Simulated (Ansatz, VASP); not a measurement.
Given: the input of a run of Ansatz 0.2.0 on CuI.

input.yaml

```yaml
crystal:
  lattice:
    - [4.0627443817, 0.0, 0.0]
    - [0.0, 4.0627443817, 0.0]
    - [0.0, 0.0, 6.5074871981]
  atoms:
    - { symbol: I, position: [0.0, 0.5, 0.74303436] }
    - { symbol: I, position: [0.5, 0.0, 0.25696564] }
    - { symbol: Cu, position: [0.0, 0.0, 0.0] }
    - { symbol: Cu, position: [0.5, 0.5, 0.0] }
hamiltonian:
  xc: pbe
  pseudopotentials: { kind: paw }
kpoints:
  mp_grid: { grid: [7, 7, 4] }
scf:
  occupations: { method: fermi_dirac, width: 0.05 }
output:
  forces: true
  stress: true
  eigenvalues: true
```

Potentials or basis: Ansatz PAW.

The run is started by

```sh
$ ansatz run input.yaml --threads 2 --pin off --max-ram 5120MiB --backend cpu --events-out ev --progress --plain --runs-dir out
```

Question: Set up the same calculation for VASP 6.6.1. Potentials there: VASP PAW PBE potentials, release 64 (I, Cu).

Answer: As run (the cutoff follows the program's own potentials):

The input INCAR:

```
PREC = Accurate ; ENCUT = 520
EDIFF = 1E-7 ; ISMEAR = -1
SIGMA = 0.05 ; LREAL = F
LASPH = T ; NELM = 80
ALGO = Normal ; ISIF = 2
LWAVE = F ; LCHARG = F
GGA = PE ; NBANDS = 26
```

Contents of KPOINTS:

```
regular mesh
0
Gamma
  7 7 4
```

Contents of POSCAR:

```
CuI
1.0
    4.0627443817      0.0000000000      0.0000000000
    0.0000000000      4.0627443817      0.0000000000
    0.0000000000      0.0000000000      6.5074871981
I Cu
2 2
Direct
    0.0000000000      0.5000000000      0.7430343600
    0.5000000000      0.0000000000      0.2569656400
    0.0000000000      0.0000000000      0.0000000000
    0.5000000000      0.5000000000      0.0000000000
```

Potentials or basis: VASP PAW PBE potentials, release 64 (I, Cu).

The run is started by

```sh
$ cat potpaw_PBE.64/I/POTCAR potpaw_PBE.64/Cu/POTCAR > POTCAR
$ mpirun -np 1 vasp_std > vasp.out
```

Both were run:

|  | VASP | Ansatz | Ansatz less VASP |
| --- | --- | --- | --- |
| gap on the k mesh at the Fermi level (eV) | 1.66 | 1.64 | -0.012 |
| least direct gap on the mesh (eV) | 1.66 | 1.64 | -0.012 |
| pressure (GPa) | 2.4 | 2.3 | -0.05 |
| largest component of the traceless stress (GPa) | 0.22 | 0.24 | +0.020 |
| rms of the force components (eV/Å) | 0.138 | 0.134 | -0.0033 |

Atom by atom the forces differ by 0.003 eV/Å (rms over components). The functional is the same, so the differences come from potentials, cutoffs and numerics. The two sets of potentials don't hold the same shells in valence.

Caveats: spin-orbit coupling is left out, which moves the levels of the heavy elements; this functional lacks dispersion, which binds the layers, so the pressure and a relaxed spacing across them are unreliable; odd divisions of the mesh miss points on the zone boundary, where band edges often lie, so the gap on the mesh can be too wide (Ansatz).
